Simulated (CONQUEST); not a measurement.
# Ge under changes of volume

One of the cells (22.833 Å³/atom); the others are scaled copies at fixed shape and fractional positions:

```xyz
8
Lattice="3.9976 0.0000 0.0000 0.0000 6.5994 0.0000 0.0000 0.0000 6.9240" Properties=species:S:1:pos:R:3 pbc="T T T"
Ge    0.0000    6.1843    4.6160
Ge    1.9988    6.1843    1.1540
Ge    0.0000    2.8846    2.3080
Ge    1.9988    2.8846    5.7700
Ge    0.0000    3.7148    4.6160
Ge    1.9988    3.7148    1.1540
Ge    0.0000    0.4151    2.3080
Ge    1.9988    0.4151    5.7700
```

This isn't the form of Ge at room conditions, which is diamond.

| Property | Result |
| --- | --- |
| Program | CONQUEST 1.3 |
| Functional | PBE |
| Potentials or basis | PseudoDojo NC PBE, DZP, grid of 40 × 64 × 72 points |
| k mesh | 5 × 3 × 3 |
| Occupations | fermi-dirac, width 0.05 eV |
| Spin | no spin polarisation |

```tsv
volume (Å³/atom)	energy over the lowest point (meV/atom)	pressure (GPa)	largest force (eV/Å)
21.463	63.60	8.8	0.071
21.920	41.32	6.8	0.058
22.377	24.81	4.9	0.052
22.833	12.72	3.6	0.060
23.290	4.42	2.1	0.050
23.747	?	?	?
24.203	0.00	-0.5	0.032
```

Q: What does the run at 23.747 Å³/atom give?

A: Energy over the lowest point 0.20 meV/atom; pressure 0.8 GPa; largest force 0.041 eV/Å.

Worked out: A Birch-Murnaghan fit of order 3 (a polynomial in V^(-2/3)) to the other rows has its minimum at 24.05 Å³/atom with B0 = V·E''(V) = 61 GPa and B' = 3.9 at fixed shape and positions, which overstates the stiffness. It gives 0.53 meV/atom at 23.747 Å³/atom, against the run's 0.20, and -dE/dV = 0.8 GPa, against 0.8.

Energies are extrapolated to zero smearing.

Caveats: the basis of atomic orbitals isn't converged, which shifts pressures, moduli and gaps.
